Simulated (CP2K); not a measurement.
The system is SiC (Moissanite 6H).

```xyz
12
Lattice="3.0950 0.0000 0.0000 -1.5475 2.6803 0.0000 0.0000 0.0000 15.1700" Properties=species:S:1:pos:R:3 pbc="T T T"
Si    1.5475    0.8934    6.9524
Si    0.0000    1.7869   14.5374
Si    1.5475    0.8934   12.0101
Si    0.0000    1.7869    4.4251
Si    0.0000    0.0000    9.4812
Si    0.0000    0.0000    1.8962
C     1.5475    0.8934    5.0562
C     0.0000    1.7869   12.6412
C     1.5475    0.8934   10.1138
C     0.0000    1.7869    2.5288
C     0.0000    0.0000    7.5850
C     0.0000    0.0000    0.0000
```

Base run:

* Program: CP2K 2026.2
* Functional: optB88-vdW
* Potentials or basis: POTENTIAL_UZH Si GTH-PBE-q4, C GTH-PBE-q4; DZVP-MOLOPT-PBE-GTH basis
* Density cutoff: 9184 eV
* k mesh: 8 × 8 × 2
* Occupations: fermi-dirac, width 0.05 eV
* Spin: no spin polarisation

Its results: band gap on the k mesh 2.42 eV, indirect (least direct gap 3.50 eV); pressure -0.2 GPa; largest force 0.152 eV/Å.

The run is repeated on the same cell with these changes: functional from optB88-vdW to r2SCAN. What comes out?

Band gap on the k mesh 2.60 eV, indirect (least direct gap 3.78 eV); pressure -2.5 GPa; largest force 0.141 eV/Å.

Caveats: the potentials were made for another functional, which shifts forces and pressure; the basis of atomic orbitals isn't converged, which shifts pressures, moduli and gaps.

Not every run made on this cell is shown here.
